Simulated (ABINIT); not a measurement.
A run of ABINIT 10.8.3 (patched build) is set up as follows.

run.abi

```
pp_dirpath "./"
pseudos "Eu.LDA_PW-JTH.xml, S.LDA_PW-JTH.xml"

acell 3*1.0 Angstrom
rprim
     0.0000000000     2.9785000000     2.9785000000
     2.9785000000     0.0000000000     2.9785000000
     2.9785000000     2.9785000000     0.0000000000
ntypat 2
znucl 63 16
natom 2
typat 1 2
xred
     0.0000000000     0.0000000000     0.0000000000
     0.5000000000     0.5000000000     0.5000000000

ecut 25.0
pawecutdg 47.0

kptopt 1
ngkpt 6 6 6
nshiftk 1
shiftk 0.0 0.0 0.0

ixc 7

nband 21
occopt 3
tsmear 0.05 eV

nsppol 2
spinat
     0.0000000000     0.0000000000     7.0000000000
     0.0000000000     0.0000000000     0.0000000000

nstep 100
tolvrs 1.0e-9

iomode 3
prtwf 0
prtden 0
prteig 0
prtebands 0
enunit 1
```

Potentials or basis: JTH PAW LDA v2.0.

Command:

```sh
$ abinit run.abi > log 2>&1
```

What does it give for the net moment?

0.14 μB per cell.

Estimate the band gap on the k mesh.

none (metal or under the smearing width).

Estimate the site moments.

Eu +0.15; S -0.00 μB.

Predict the pressure.

-13.1 GPa.

Caveat: spin-orbit coupling is left out, which moves the levels of the heavy elements; the moment fell far below its start of 7 μB, so a state of higher moment may lie lower in energy; without U or exact exchange the open f shell lies at the Fermi level, which spoils levels, moments and volumes. The state reached can hang on the start; a lower one may exist.

**Measured values to compare with.**

“Crystal-field mediated electronic transitions of EuS up to 35 GPa”, 2022, pmc:8786971 reports, for a powder of EuS at 300 K: band gap 1.72 eV (optical).

Against the measured gap of EuS, 1.72 eV (optical; 300 K; powder; “Crystal-field mediated electronic transitions of EuS up to 35 GPa”, 2022, pmc:8786971), the calculated 0.00 eV is off by -1.72 eV. So large a miss can be the level of theory's own, or it may mean another phase, state or a wrong row. Spin-orbit coupling on Eu is left out. The value is that of LDA on a finite k mesh, which can miss the band edges, without temperature or zero-point motion. Semilocal functionals fall short of measured gaps as a rule. The run's magnetic order (collinear spin, ferromagnetic start) needn't be the measured crystal's.
